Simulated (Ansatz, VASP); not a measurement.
One calculation of InAs, two programs

```xyz
2
Lattice="0.0000 3.0787 3.0787 3.0787 0.0000 3.0787 3.0787 3.0787 0.0000" Properties=species:S:1:pos:R:3 pbc="T T T"
In    0.0000    0.0000    0.0000
As    1.5393    1.5393    1.5393
```

Alike in both runs: task single point; functional PBEsol; k mesh 12 × 12 × 12; occupations gaussian, width 0.02 eV; non-collinear spin, spin-orbit coupling.

|  | VASP | Ansatz |
| --- | --- | --- |
| version | VASP 6.6.1 | Ansatz 0.2.0 |
| potentials or method | VASP PAW PBE potentials, release 64 (In_d, As) | plane waves, PAW |
| plane-wave cutoff (eV) | 520 | 500 |
| valence electrons in the cell | 18 | 28 |

```tsv
	VASP	Ansatz	Ansatz less VASP
gap on the k mesh at the Fermi level (eV)	none	none	-
pressure (GPa)	-1.7	-1.8	-0.10
net moment per atom (μB)	0.00	0.00	0.000
```

A gap of «none» marks a metal or a gap that the smearing closes. The two sets of potentials don't hold the same shells in valence.

Caveats: the PAW data sets were made with another functional, which shifts forces and pressure a little (VASP).
